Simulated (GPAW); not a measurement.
A run of GPAW 26.7.0 is set up as follows.

Contents of run.py:

```python
from ase.dft.bandgap import bandgap
from ase.io import read, write
from ase.units import GPa
from gpaw import GPAW, PW, setup_paths

setup_paths.insert(0, '.')

atoms = read('POSCAR')

calc = GPAW(mode=PW(800),
            xc='GGA_X_PW91+GGA_C_PW91',
            kpts={'size': (6, 6, 3), 'gamma': True},
            occupations={'name': 'fermi-dirac', 'width': 0.05},
            nbands=33,
            convergence={'density': 1e-05, 'energy': 1e-05},
            maxiter=150,
            txt='gpaw.txt')
atoms.calc = calc
energy = atoms.get_potential_energy()
forces = atoms.get_forces()
stress = atoms.get_stress()
calc.write('gs.gpw')
write('result.traj', atoms)
print(f'Energy: {energy:.6f} eV')
print('Forces (eV/A):')
print(forces.round(4))
print('Stress (GPa):', (stress / GPa).round(3))
print('Fermi level:', round(calc.get_fermi_level(), 4), 'eV')
print(f'Gap: {bandgap(calc)[0]:.4f} eV, direct: {bandgap(calc, direct=True)[0]:.4f} eV')

path = atoms.cell.bandpath('GMKGALHA,LM,KH', npoints=80, eps=1e-4)
bs_calc = calc.fixed_density(kpts=path, symmetry='off', nbands=48,
                             convergence={'bands': 'CBM+6.0', 'eigenstates': 1e-6}, txt='bands.txt')
bs = bs_calc.band_structure()
bs.write('bs.json')
print(f'Gap on the path: {bandgap(bs_calc)[0]:.4f} eV')
```

Contents of POSCAR:

```
CuO
1.0
    3.2880244267      0.0000000000      0.0000000000
   -1.6440122134      2.8475126818      0.0000000000
    0.0000000000      0.0000000000      5.3850248600
Cu O
2 2
Direct
    0.6666666667      0.3333333333      0.0000000000
    0.3333333333      0.6666666667      0.5000000000
    0.6666666667      0.3333333333      0.6252000000
    0.3333333333      0.6666666667      0.1252000000
```

Potentials or basis: PAW data sets generated in the run's folder for this functional, pw.

Launch:

```bash
$ gpaw-setup -f GGA_X_PW91+GGA_C_PW91 Cu O
$ OMP_NUM_THREADS=1 python run.py
```

Q: What does it give for the band gap along the path?

A: None (metal or under the smearing width).

Q: Predict the pressure.

A: -8.6 GPa.

Q: Estimate the largest force.

A: 0.043 eV/Å.

Forces on the atoms (eV/Å):
```
Cu   0.000  0.000 -0.043
Cu   0.000  0.000 -0.043
O    0.000  0.000  0.043
O    0.000  0.000  0.043
```

Caveat: the k mesh is coarse (spacing up to 0.39 Å⁻¹), so the values aren't converged; with this Cu data set, volumes or pressures lay over 1.5 % or 2 GPa off other programs in two to four cells of ten; the run has no spin polarisation, though such a crystal can be magnetic; semilocal functionals often make such compounds metallic where correlation or magnetic order opens a gap, which also shifts bond lengths.
